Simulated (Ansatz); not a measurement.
# Ge: the cell at several levels of theory

Aim: relax Ge built on the 4H polytype prototype with PBE, r2SCAN, PBEsol and LDA and see how far the functionals disagree on the cell. This is a trial cell built on a prototype, not taken from a measured structure, and it needn't be the compound's ground state.

Code: Ansatz 0.2.0. PAW datasets, plane waves, zero pressure. Simulation only: spin-unpolarised, and no claim that this is the phase found in nature.

## 1. The system as given

This is the cell as the run starts from it, not yet at rest; its lengths are not the crystal's.

It is hexagonal, P6_3/mmc (No. 194); a = 3.919 Å, c = 12.800 Å in the conventional setting, 21.28 Å³ an atom. Around Ge lie 4 Ge at 2.40 Å.

Coordinates:

```cif
data_structure
_symmetry_space_group_name_H-M 'P6_3/mmc'
_symmetry_Int_Tables_number 194
_cell_length_a 3.9192
_cell_length_b 3.9192
_cell_length_c 12.8001
_cell_angle_alpha 90.000
_cell_angle_beta 90.000
_cell_angle_gamma 120.000
_cell_volume 170.27
loop_
_atom_site_label
_atom_site_type_symbol
_atom_site_symmetry_multiplicity
_atom_site_Wyckoff_symbol
_atom_site_fract_x
_atom_site_fract_y
_atom_site_fract_z
_atom_site_occupancy
Ge1 Ge 4 e 0.00000 0.00000 0.90625 1
Ge2 Ge 4 f 0.33333 0.66667 0.15625 1
```

## 2. Relaxing with PBE

input.yaml reads:

```yaml
crystal:
  lattice:
    - [3.9191835885, 0.0, 0.0]
    - [-1.9595917942, 3.3941125497, 0.0]
    - [0.0, 0.0, 12.8000535999]
  atoms:
    - { symbol: Ge, position: [0.0, 0.0, 0.0] }
    - { symbol: Ge, position: [0.3333333333, 0.6666666667, 0.25] }
    - { symbol: Ge, position: [0.0, 0.0, 0.5] }
    - { symbol: Ge, position: [0.6666666667, 0.3333333333, 0.75] }
    - { symbol: Ge, position: [0.0, 0.0, 0.1875] }
    - { symbol: Ge, position: [0.3333333333, 0.6666666667, 0.4375] }
    - { symbol: Ge, position: [0.0, 0.0, 0.6875] }
    - { symbol: Ge, position: [0.6666666667, 0.3333333333, 0.9375] }
kpoints:
  mp_grid: { grid: [12, 12, 2] }
hamiltonian:
  xc: pbe
scf:
  occupations: { method: fermi_dirac, width: 0.02 }
relax:
  f_tol: 0.005
  cell: {}
```

Command:

```
$ ansatz run input.yaml --threads 4 --pin off --max-ram 7372MiB --backend cpu --events-out ev --progress --plain --runs-dir out
```

After this run come: r2SCAN: cell and atoms; Relaxation with PBEsol; LDA: cell and atoms.

**Question.** What will these runs give? Wanted: for each run, a; c; volume; space group; SCF geometries.

As calculated:

```
 level  a (Å)   c (Å)  volume (Å³/atom)  space group  SCF geometries
   PBE  4.065  13.343            23.868     P6_3/mmc               7
r2SCAN  4.005  13.134            22.800     P6_3/mmc               5
PBEsol  4.012  13.122            22.864     P6_3/mmc               5
   LDA  3.973  12.986            22.187     P6_3/mmc               6
```

**Reading.** From the start to the first minimum the volume moved by +12.1 %. The volume runs from LDA (least) to PBE (most), a spread of 7.6 %, or 2.5 % in length if all axes shared it alike. The meshes differ: PBE 12×12×2, r2SCAN 6×6×2, PBEsol 6×6×2, LDA 6×6×2.
